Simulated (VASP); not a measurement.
MgS:

```
S Mg
1.0
     0.00000    2.83312    2.83312
     2.83312    0.00000    2.83312
     2.83312    2.83312    0.00000
S Mg
1 1
Direct
  0.25000 0.25000 0.25000
  0.00000 0.00000 0.00000
```

The cell comes from a database or a generator and needn't be the stable form of this composition.

```yaml
Program: VASP 6.6.1
Task: single point
Functional: PBEsol
Potentials_or_basis: VASP PAW PBE potentials, release 64 (S, Mg)
Cutoff: 520 eV
k_mesh: 8 × 8 × 8
Occupations: fermi-dirac, width 0.05 eV
Spin: no spin polarisation
```

On this cell: pressure -0.5 GPa; largest force zero by symmetry; band gap on the k mesh 3.29 eV, direct.

The same run follows on a disturbed copy (atoms moved at random, drawn with an rms of 0.05 Å):

```
S Mg
1.0
     0.00000    2.83312    2.83312
     2.83312    0.00000    2.83312
     2.83312    2.83312    0.00000
S Mg
1 1
Direct
  0.25779 0.24666 0.25028
  0.98714 0.01107 0.00340
```

What changes?

The energy moves by +7.7 meV/atom; pressure -0.4 GPa; largest force 0.438 eV/Å; band gap on the k mesh 3.21 eV, direct.

Forces on the atoms (eV/Å):
```
S    0.292 -0.292 -0.146
Mg  -0.292  0.292  0.146
```

Stress tensor (GPa, compression positive):
```
-0.41 -0.51 -1.11
-0.51 -0.41  1.10
-1.11  1.10 -0.34
```

Caveats: the PAW data sets were made with another functional, which shifts forces and pressure a little.

A k mesh can miss the band edges.
